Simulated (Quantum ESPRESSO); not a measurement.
Write an ASE script for Quantum ESPRESSO 7.5 that does the following.

```yaml
Task: single point
Functional: PBEsol
Potentials_or_basis: GBRV 1.5 PBEsol
Cutoff: 612 eV
Density_cutoff: 4898 eV
k_mesh: 10 × 10 × 10
Occupations: fermi-dirac, width 0.05 eV
Spin: no spin polarisation
Mixing_beta: 0.5
Most_SCF_iterations: 120
SCF_threshold: 4e-10 Ry
```

The structure of HgTe lies in HgTe.cif:

```cif
data_HgTe
_cell_length_a 4.58073737
_cell_length_b 4.58073737
_cell_length_c 4.58073737
_cell_angle_alpha 96.65502129
_cell_angle_beta 96.65502129
_cell_angle_gamma 140.19412896
_space_group_name_H-M_alt 'P1'
_space_group_name_Hall 'P 1'
_space_group_IT_number 1
loop_
_space_group_symop_operation_xyz
'x,y,z'
loop_
_atom_site_label
_atom_site_type_symbol
_atom_site_symmetry_multiplicity
_atom_site_Wyckoff_symbol
_atom_site_fract_x
_atom_site_fract_y
_atom_site_fract_z
_atom_site_occupancy
Hg1 Hg 1 a 0.7500000000 0.2500000000 0.5000000000 1
Te1 Te 1 a 0.0000000000 0.0000000000 0.0000000000 1
```

Measurements of this composition are mostly on another form, of space group No. 216.

One way to write it, as run:

run.py

```python
import numpy as np
from ase.calculators.espresso import Espresso, EspressoProfile
from ase.io import read

atoms = read('HgTe.cif')

input_data = {
    'control': {'calculation': 'scf', 'prefix': 'pwscf', 'outdir': './tmp', 'tprnfor': True, 'tstress': True, 'disk_io': 'nowf'},
    'system': {'ecutwfc': 45.0, 'ecutrho': 360.0, 'nbnd': 15, 'occupations': 'smearing', 'smearing': 'fd', 'degauss': 0.00367493},
    'electrons': {'conv_thr': 4e-10, 'electron_maxstep': 120, 'mixing_beta': 0.5},
}
pseudopotentials = {'Te': 'te_pbesol_v1.uspp.F.UPF', 'Hg': 'hg_pbesol_v1.uspp.F.UPF'}
profile = EspressoProfile(command='mpirun -n 2 pw.x -nk 2', pseudo_dir='pseudo')
dft = Espresso(profile=profile, input_data=input_data, pseudopotentials=pseudopotentials, kpts=(10, 10, 10), koffset=(0, 0, 0))
atoms.calc = dft

print(f'energy {atoms.get_potential_energy():.8f} eV')
print('forces (eV/A)')
print(np.round(atoms.get_forces(), 6))
print('stress (eV/A^3, Voigt)')
print(np.round(atoms.get_stress(), 8))
print(f'Fermi level {dft.get_fermi_level():.4f} eV')
```

Potentials or basis: GBRV 1.5 PBEsol.

Launch:

```bash
$ OMP_NUM_THREADS=1 python run.py
```

Results of the run:

```json
{
  "Pressure": "-3.3 GPa",
  "Band gap on the k mesh": "none (metal or under the smearing width)"
}
```

Wall time 45 s on 2 MPI ranks on AMD EPYC 9R45 96-Core Processor (Zen 5), on a shared host, peak memory 0.46 GiB a rank.
